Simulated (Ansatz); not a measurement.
NbP:

```xyz
4
Lattice="-1.6749 1.6749 5.7401 1.6749 -1.6749 5.7401 1.6749 1.6749 -5.7401" Properties=species:S:1:pos:R:3 pbc="T T T"
Nb    1.6749    0.0000    2.8687
Nb    0.0000    0.0000    5.7387
P     0.0000    1.6749    3.8200
P     0.0000    0.0000    0.9500
```

The cell is a database's computed one.

Base run:

```yaml
Program: Ansatz 0.2.0
Functional: PBEsol
Potentials_or_basis: all-electron LAPW, scalar-relativistic
Cutoff: 207 eV (chosen from the basis error)
Basis_error_allowed: 0.002 eV/atom
k_mesh: 11 × 11 × 11
Occupations: fermi-dirac, width 0.05 eV
Spin: no spin polarisation
Hubbard_terms: Nb d U = 4 eV
```

Its results: band gap on the k mesh none (metal or under the smearing width); pressure -4.7 GPa; largest force 0.005 eV/Å.

**Question.** The run is repeated on the same cell with these changes: hubbard terms from Nb d U = 4 eV to Nb d U = 6 eV. What comes out?

**Answer.** Band gap on the k mesh 0.04 eV, indirect (least direct gap 0.09 eV); pressure -2.9 GPa; largest force 0.082 eV/Å.

Caveats: U is the effective U less J, on atomic orbitals that reach past the spheres; the U is typed as a test and isn't derived for this compound; U without spin polarisation on a metal has little footing (some runs); an odd mesh through Γ misses points on the zone boundary, where band edges often lie (some runs).
